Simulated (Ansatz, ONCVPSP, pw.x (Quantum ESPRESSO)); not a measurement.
## carbon: one change to the ONCV potential, in the atom and in the bcc crystal

carbon, optimised norm-conserving Vanderbilt (ONCV), made with ONCVPSP 4.0.1.1 (patched build) (PBE, scalar-relativistic). Core [He], reference 2s1 2p3. Waves: 2s: rc 0.90 bohr, ncon 4, nbas 8, qcut 7.7 1/bohr, 2 projectors, debl 2.7 Ha; 2p: rc 3.25 bohr, ncon 4, nbas 7, qcut 4.7 1/bohr, 3 projectors, debl 1.7 Ha; d scattering state at 0.21 Ha: rc 2.50 bohr, ncon 4, nbas 7, qcut 4 1/bohr, 2 projectors, debl 3.3 Ha. Local part: polynomial inside 0.70 bohr (lpopt 5, dvloc0 0 Ha). Core correction: Teter function fitted to the true core (icmod 2), fcfact 0.7.

Change: all radii but the core radius scaled by about 1.32 (s 1.18, p 4.30, d 3.30 bohr); local potential polynomial inside 0.92 bohr (lpopt 5, dvloc0 0 Ha).

Cutoffs, loose and tight: the cutoffs (Ha) at which the residual kinetic energy of the hardest occupied pseudo-wave falls to 1 and 0.1 mHa per electron. They do not see the model core or the augmentation charge, which bear on the density cutoff. Test errors are all-electron minus pseudo excitation energies from the reference, over the configurations 2s2 2p2; 2s2 2p1; 2s2 2p0; 2s1 2p0; variants that change the core or the reference have their own tests.

Crystal test: bcc C in pw.x 7.5, no spin, 18³ k-points, Fermi–Dirac smearing 0.01 Ry, cutoffs set for each file from its atomic test. The reference is all-electron LAPW (Ansatz 0.2.0) with the same functional, mesh and smearing; V0 and B0 come from Birch–Murnaghan fits to the pressures at five volumes. Errors are pseudo minus all-electron; Δ is the rms difference of the E(V) curves that follow from these fits, minima aligned, over ±6 % about the mean V0. Mesh and smearing are coarse, so the numbers serve the comparison and aren't converged zero-temperature values; the lattice is a test structure that the element need not adopt.

All-electron: a0 = 2.375 Å (V0 = 6.70 Å³/atom), B0 = 182.8 GPa.

Q: Does the change bring the crystal closer to the all-electron result?

A: The mean pressure error goes from -25.20 to -84.02 GPa, so the change moves the solid further from the all-electron pressures. Neither pressure curve crosses zero within the volumes sampled, so no fits are given.

| quantity | base | changed |
| --- | --- | --- |
| outcome (atom) | generated | generated |
| cutoff, loose (atom) | 20 Ha | 20 Ha |
| cutoff, tight (atom) | 64 Ha | 26 Ha |
| bound ghosts (atom) | none | none |
| largest test error (meV) (atom) | +4082 | +7238 |
| cutoffs in pw.x (Ry) | 150/600 | 60/240 |
| mean pressure error (GPa) | -25.20 | -84.02 |

Base: The largest radius (3.25 bohr) exceeds half the bond length (1.93 bohr), so the spheres overlap, which is one possible source of error among others. This is a poor potential for the solid. Changed file: The largest radius (4.30 bohr) exceeds half the bond length (1.93 bohr), so the spheres overlap, which is one possible source of error among others. This is a poor potential for the solid. The pseudo pressure rises with volume over the whole range, a mechanical instability.
